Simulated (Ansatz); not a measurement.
# HfO2: rattled cells

Aim: for HfO2, compute energies and forces of randomly disturbed cells.

Program: Ansatz 0.2.0. Level of theory: DFT PBE, scalar-relativistic, plane waves, PAW. These are calculated values, not measurements.

3 further runs of the same task are left out: 3 set aside as unsound or not needed.

## (1) The structure to begin with

Symmetry: Fm-3m, No. 225, cubic system. The conventional cell has a = 5.098 Å, b = 5.098 Å, c = 5.098 Å, α = 90.00°, β = 90.00°, γ = 90.00°. Around Hf (site symmetry m-3m) lie 8 O at 2.21 Å. O (site symmetry -43m) has 4 Hf at 2.21 Å as nearest neighbours.

Structure file:

```cif
data_structure
_symmetry_space_group_name_H-M 'Fm-3m'
_symmetry_Int_Tables_number 225
_cell_length_a 5.0976
_cell_length_b 5.0976
_cell_length_c 5.0976
_cell_angle_alpha 90.000
_cell_angle_beta 90.000
_cell_angle_gamma 90.000
_cell_volume 132.46
loop_
_atom_site_label
_atom_site_type_symbol
_atom_site_symmetry_multiplicity
_atom_site_Wyckoff_symbol
_atom_site_fract_x
_atom_site_fract_y
_atom_site_fract_z
_atom_site_occupancy
Hf1 Hf 4 a 0.00000 0.00000 0.00000 1
O1 O 8 c 0.25000 0.25000 0.25000 1
```

It is built from the cell relaxed beforehand with the same method (11.04 Å³/atom).

## (2) Zero of energy

The cell is repeated 4 times, 12 atoms in all. The reference gives a free energy of -67445.6409 eV, pressure 0.00 GPa, largest force 0.000 eV/Å and gap on the mesh 3.75 eV. It was computed beforehand with the settings of the runs below.

## (3) Setting up rattled cells

All atoms are moved at random with no net shift, in some cells together with a random strain.

## (4) At rms move = 0.420 Å

Contents of input.yaml:

```yaml
crystal:
  lattice:
    - [5.6866339984, -0.1600196035, -0.3284288645]
    - [0.1600196035, -5.2291973305, 0.1812111846]
    - [0.3284288645, 0.1812111846, -5.3797227433]
  atoms:
    - { symbol: Hf, position: [0.0025312843, 0.9512526114, 1.0593918181] }
    - { symbol: Hf, position: [0.469965277, 0.4192129026, 0.9937605482] }
    - { symbol: Hf, position: [0.5297229302, 1.0003008518, 0.4728887185] }
    - { symbol: Hf, position: [-0.0204365562, 0.5069568409, 0.5336741561] }
    - { symbol: O, position: [0.1677203042, 0.1938611196, 0.2158966194] }
    - { symbol: O, position: [0.822094687, 0.7830795559, 0.3157597161] }
    - { symbol: O, position: [0.7675573982, 0.3075276596, 0.6744293679] }
    - { symbol: O, position: [0.2475939252, 0.7917331756, 0.746876622] }
    - { symbol: O, position: [0.7035587581, 0.7838418049, 0.7795651617] }
    - { symbol: O, position: [0.2762972842, 0.2013159609, 0.7207355667] }
    - { symbol: O, position: [0.3021054055, 0.6901260796, 0.2057730983] }
    - { symbol: O, position: [0.7312893022, 0.3707914371, 0.2812486069] }
basis:
  ecutwfc: 420
kpoints:
  mp_grid: { grid: [6, 6, 6] }
hamiltonian:
  xc: pbe
scf:
  occupations: { method: gaussian, width: 0.05 }
output:
  forces: true
  stress: true
  eigenvalues: true
```

Command:

```bash
> ansatz run input.yaml --threads 1 --pin off --max-ram 2560MiB --backend cpu --events-out ev --progress --plain --runs-dir out
```

Output (excerpt; [...] marks lines left out):

```text
Warning: RAYON_NUM_THREADS=1 ignored (pool sized by the plan → 1); use --threads N
[...]
Pseudopotentials: kind: paw
Pseudopotential: Hf, paw, valence charge 26, recommended cutoff 420 eV (normal), Hf.paw.azcp
Pseudopotential: O, paw, valence charge 6, recommended cutoff 420 eV (normal), O.paw.azcp
Functional definition: PBE
[...]
Crystal: 12 atoms, lattice volume = 159.067 Å³
Basis set: ecut = 420 eV, 3113 PW (Γ), exchange–correlation on 80×72×80 points (8 copies of the dense FFT grid, shifted against one another)
Bands: 92, of which v1, the nominal top of the filled ones, is band 76 counted from 1 (75 counted from 0)
Symmetry: 1 space group operations
Space group: P1 (ITA 1), of the structure as read, at distance tolerance 5.4e-5 Å
k-points: 112 of 216 (time reversal used)
[...]
SCF iter   1: F=—  HF=-67436.998940 eV  |F-HF|=—  |Δ(HF+E_count)|=         —  Δρ=5.32e-3  dr2=4.52e-2  ethr=1.77e-3  ⟨swp⟩=5.0  Hψ=31568  notcnv=0  defer=303
[...]
SCF iter  10: F=-67436.996084 eV  HF=-67436.996084 eV  |F-HF|=2.07e-8  |Δ(HF+E_count)|=   1.99e-8  Δρ=5.36e-6  dr2=5.11e-8  ethr=6.58e-11  ⟨swp⟩=5.0  Hψ=36933  notcnv=0
[...]
SCF converged after 10 iterations
Free energy (F): -67436.996084 eV
[...]
E sigma→0 (E₀):  -67436.996084 eV
Fermi energy:    13.912681 eV
[...]
--- Forces (eV/Å), atoms counted from 1 ---
  atom   1  Hf     1.46142935     1.40019478     5.30608040
  atom   2  Hf     0.46670422    -0.54588786     1.69071856
  atom   3  Hf    -1.61361590     0.52704048    -3.53568583
  atom   4  Hf     3.13823198    -3.16126894     1.63559425
  atom   5  O      3.65840319    -3.15491296    -2.15328287
  atom   6  O      0.13842040    -0.80160885    -0.40159656
  atom   7  O     -3.47926272     4.60742860    -4.78166111
  atom   8  O     -2.08425293     3.44741808     0.17281972
[...]
--- Stress (GPa, compression-positive) ---
      -17.128614      -2.859754       6.834009
       -2.859754       1.897165      -2.534807
        6.834009      -2.534808      -5.251602
  P = ⅓ Tr σ = -6.8277 GPa (-68.277 kbar)
--- Band table (eV; the first three rows and the last of 112) ---
[...]
```

Run time: 2.8 min. Hardware: 1 thread of Intel Xeon Platinum 8259CL at 2.50GHz (Skylake/Cascade Lake), shared host; peak memory 1.3 GiB.

## (5) rms move = 0.412 Å

Contents of input.yaml:

```yaml
crystal:
  lattice:
    - [5.1460235282, 0.0175510718, 0.0542796189]
    - [-0.0175510718, -5.0659255516, 0.0316157333]
    - [-0.0542796189, 0.0316157333, -5.1360360817]
  atoms:
    - { symbol: Hf, position: [-0.0173030925, 0.9892023324, 1.0339569345] }
    - { symbol: Hf, position: [0.4340820181, 0.5109862265, 0.9851350957] }
    - { symbol: Hf, position: [0.5640224317, 1.1193612366, 0.5132998402] }
    - { symbol: Hf, position: [0.048540229, 0.4669378877, 0.5830524726] }
    - { symbol: O, position: [0.2583836257, 0.2712806243, 0.2777212791] }
    - { symbol: O, position: [0.8399646026, 0.7483465184, 0.2648067477] }
    - { symbol: O, position: [0.7569331978, 0.2696050515, 0.7087941109] }
    - { symbol: O, position: [0.2439767713, 0.7168236997, 0.6694534115] }
    - { symbol: O, position: [0.7345229396, 0.7469847502, 0.6869063563] }
    - { symbol: O, position: [0.2041632839, 0.2465730711, 0.7024911725] }
    - { symbol: O, position: [0.1871136343, 0.7470022753, 0.2583101808] }
    - { symbol: O, position: [0.7456003583, 0.1668963263, 0.3160723984] }
basis:
  ecutwfc: 420
kpoints:
  mp_grid: { grid: [6, 6, 6] }
hamiltonian:
  xc: pbe
scf:
  occupations: { method: gaussian, width: 0.05 }
output:
  forces: true
  stress: true
  eigenvalues: true
```

Command:

```bash
> ansatz run input.yaml --threads 1 --pin off --max-ram 2560MiB --backend cpu --events-out ev --progress --plain --runs-dir out
```

Output (excerpt; [...] marks lines left out):

```text
Warning: RAYON_NUM_THREADS=1 ignored (pool sized by the plan → 1); use --threads N
[...]
[... 4 set-up lines as earlier in the session ...]
[...]
Crystal: 12 atoms, lattice volume = 133.872 Å³
Basis set: ecut = 420 eV, 2607 PW (Γ), exchange–correlation on 72×72×72 points (8 copies of the dense FFT grid, shifted against one another)
Bands: 92, of which v1, the nominal top of the filled ones, is band 76 counted from 1 (75 counted from 0)
[... 1 set-up line as earlier in the session ...]
Space group: P1 (ITA 1), of the structure as read, at distance tolerance 5.1e-5 Å
k-points: 112 of 216 (time reversal used)
[...]
SCF converged after 12 iterations
Free energy (F): -67415.230653 eV
[...]
E sigma→0 (E₀):  -67415.230477 eV
Entropy (-TS):   -0.000353 eV (-0.029 meV/atom)
Fermi energy:    17.570093 eV
[...]
--- Forces (eV/Å), atoms counted from 1 ---
  atom   1  Hf    -0.06794388     1.23534236     1.00384375
  atom   2  Hf     1.30021177    -3.59746830    -1.65946488
  atom   3  Hf   -40.40618908    23.48079648   -19.12847755
  atom   4  Hf   -22.39379051   -16.60338707    21.72483373
  atom   5  O      0.06306080    -0.07191781     4.36660065
  atom   6  O     -7.68943929     3.46745327     2.32790837
  atom   7  O      7.61199964    -8.35423488   -18.90259088
  atom   8  O      8.43941507    -9.61733493    -8.90506012
[...]
--- Stress (GPa, compression-positive) ---
      107.965316      -7.942497       8.551116
       -7.942497      73.834344     -10.662790
        8.551117     -10.662790      83.194930
  P = ⅓ Tr σ = 88.3315 GPa (883.315 kbar)
--- Band table (eV; the first three rows and the last of 112) ---
[...]
```

It took 2.6 min on 1 thread of Intel Xeon Platinum 8259CL at 2.50GHz (Skylake/Cascade Lake), shared host; peak memory 1.1 GiB.

## (6) The scan collected

All points in order; energies are free energies above the reference cell:

| rms move (Å) | ΔE (meV/atom) | largest force (eV/Å) | shortest distance (Å) | pressure (GPa) | gap on the mesh (eV) |
| --- | --- | --- | --- | --- | --- |
| 0.000 | 0.0 | 0.00 | 2.21 | 0.0 | 3.75 |
| 0.412 | 2534.2 | 50.50 | 1.41 | 88.3 | 0.11 |
| 0.420 | 720.4 | 7.50 | 1.78 | -6.8 | 1.43 |

## (7) What came out

| quantity | value |
| --- | --- |
| costliest cell | 2534.2 meV/atom at an rms move of 0.412 Å |

**Reading.** The cost runs from 720.4 to 2534.2 meV/atom. Energy over the square of the rms move lies between 4.1 and 14.9 eV/Å² per atom; a harmonic solid under isotropic random moves would keep it roughly constant, while strain and close contacts change it. The gap on the mesh stays between 0.11 and 3.75 eV. These runs have no spin-orbit coupling; with Hf it would split and shift bands. Where forces pass 15 eV/Å atoms stand far too close, the PAW spheres overlap strongly and those numbers are rough.
